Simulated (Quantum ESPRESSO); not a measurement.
**SnSe under changes of volume**

One of the cells (26.676 Å³/atom); the others are scaled copies at fixed shape and fractional positions:

```
Sn Se
1.0
    11.42000    0.00000    0.00000
     0.00000    4.19000    0.00000
     0.00000    0.00000    4.46000
Sn Se
4 4
Direct
  0.87700 0.75000 0.90900
  0.62300 0.25000 0.40900
  0.37700 0.75000 0.59100
  0.12300 0.25000 0.09100
  0.64300 0.75000 0.98400
  0.85700 0.25000 0.48400
  0.14300 0.75000 0.51600
  0.35700 0.25000 0.01600
```

| Item | Value |
| --- | --- |
| Program | Quantum ESPRESSO 7.5 |
| Functional | LDA |
| Potentials or basis | PseudoDojo 0.4.1 SR LDA standard |
| Cutoff | 1170 eV |
| Density cutoff | 4680 eV |
| k mesh | 1 × 2 × 2 |
| Occupations | fermi-dirac, width 0.05 eV |
| Spin | no spin polarisation |

```csv
volume (Å³/atom),energy over the lowest point (meV/atom),pressure (GPa),gap on the mesh (eV),largest force (eV/Å)
25.076,6.40,2.3,0.95,0.621
25.609,?,?,?,?
26.143,0.00,-0.3,1.01,0.783
26.676,2.62,-1.3,1.04,0.858
27.210,8.60,-2.3,1.06,0.929
27.743,17.56,-3.1,1.09,0.995
28.277,29.21,-3.9,1.11,1.056
```

Task: What does the run at 25.609 Å³/atom give?

Result: Energy over the lowest point 1.11 meV/atom; pressure 0.9 GPa; gap on the mesh 0.98 eV; largest force 0.703 eV/Å.

Worked out: A Birch-Murnaghan fit of order 3 (a polynomial in V^(-2/3)) to the other rows has its minimum at 26.03 Å³/atom with B0 = V·E''(V) = 56 GPa and B' = 4.4 at fixed shape and positions, which overstates the stiffness. It gives 1.11 meV/atom at 25.609 Å³/atom, against the run's 1.11, and -dE/dV = 0.9 GPa, against 0.9. A straight line through the other rows of the gap, of slope 1.34 eV per unit of ln V, gives 0.98 eV, against the run's 0.98.

Energies are extrapolated to zero smearing.

Caveats: all runs use coarse meshes; spin-orbit coupling is left out, which moves the levels of the heavy elements; an odd mesh through Γ misses points on the zone boundary, where band edges often lie; forces of over 1 eV/Å show positions far from the minimum, so gaps and moduli don't describe the material at rest (some runs).
